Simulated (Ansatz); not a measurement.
All numbers below come from DFT PBE, scalar-relativistic, plane waves, PAW (Ansatz 0.2.0). All cells share a 420 eV cutoff and Γ-centred k meshes spaced at most about 0.3 Å⁻¹ (about 0.25 or finer for metals, 2π included). No spin polarisation.

Each guess is relaxed in cell and atoms at zero pressure, on a coarse mesh first where it starts far from rest and then on a converged one. The steps can't lower the symmetry of the start, but it can rise. Energies are static (0 K, no zero-point motion).

Two unrelaxed guesses for SiGe5:

A.

```yaml
crystal:
  lattice:
    - [0.00000, 3.74272, 3.74272]
    - [3.74272, 0.00000, 3.74272]
    - [3.74272, 3.74272, 0.00000]
  atoms:
    - { symbol: Si, position: [0.00000, 0.00000, 0.00000] }
    - { symbol: Ge, position: [0.75000, 0.75000, 0.75000] }
    - { symbol: Ge, position: [0.37597, 0.37597, 0.87208] }
    - { symbol: Ge, position: [0.37597, 0.87208, 0.37597] }
    - { symbol: Ge, position: [0.37597, 0.37597, 0.37597] }
    - { symbol: Ge, position: [0.87208, 0.37597, 0.37597] }
```

B.

```yaml
crystal:
  lattice:
    - [2.97417, 0.00000, 0.00000]
    - [0.00000, 2.97417, 0.00000]
    - [0.00000, 0.00000, 12.61834]
  atoms:
    - { symbol: Si, position: [0.00000, 0.00000, 0.00000] }
    - { symbol: Ge, position: [0.00000, 0.00000, 0.66667] }
    - { symbol: Ge, position: [0.50000, 0.50000, 0.83333] }
    - { symbol: Ge, position: [0.50000, 0.50000, 0.16667] }
    - { symbol: Ge, position: [0.00000, 0.00000, 0.33333] }
    - { symbol: Ge, position: [0.50000, 0.50000, 0.50000] }
```

**Question.** Do they relax into the same structure? If not, which is lower?

**Answer.** No. B ends lower, by 174 meV/atom. A: F-43m at 17.5 Å³/atom → F-43m at 19.8 Å³/atom; B: P4/mmm at 18.6 Å³/atom → P4/mmm at 18.7 Å³/atom. Counting Ge atoms around Si (those within 1.25 times the shortest such distance or 1.15 times the sum of covalent radii, 1.27 where that leaves under three; the shortest distance is added where it exceeds 1.18 times the sum of covalent radii), the end of A has Si 16 from 3.2 Å and the end of B has Si 8 from 2.8 Å. End of A. Conventional cell: a = 7.801 Å. Si is surrounded by 16 Ge at 3.23–3.38 Å; Ge on a site of symmetry -43m has 12 Ge at 3.23 Å and 4 Si at 3.38 Å; Ge on a site of symmetry 3m has 6 Ge at 2.75–2.76 Å, 3 Si at 3.23 Å and 3 Ge at 3.23 Å. End of B. Conventional cell: a = 3.225 Å, c = 10.764 Å. Si has 8 Ge at 2.77 Å, 4 Si at 3.23 Å and 2 Ge at 3.54 Å; around Ge on a site of symmetry 4mm lie 8 Ge at 2.93–3.02 Å, 4 Ge at 3.23 Å, 1 Si at 3.54 Å and 1 Ge at 3.68 Å; around Ge on a second site of symmetry 4mm lie 4 Si at 2.77 Å, 9 Ge at 3.02–3.23 Å and 1 Ge at 3.81 Å; 1 more site not described.

Ends held by symmetry can be saddle points. Neither end is the lowest form computed: that has Si and Ge ordered on diamond sites, space group Imm2 (No. 44) and lies 0.37 eV/atom below the better end. Even the lowest of the cells shown lies +0.38 eV/atom against the elements. Some types were kept out of the candidates beforehand, so the set may lack a known form.
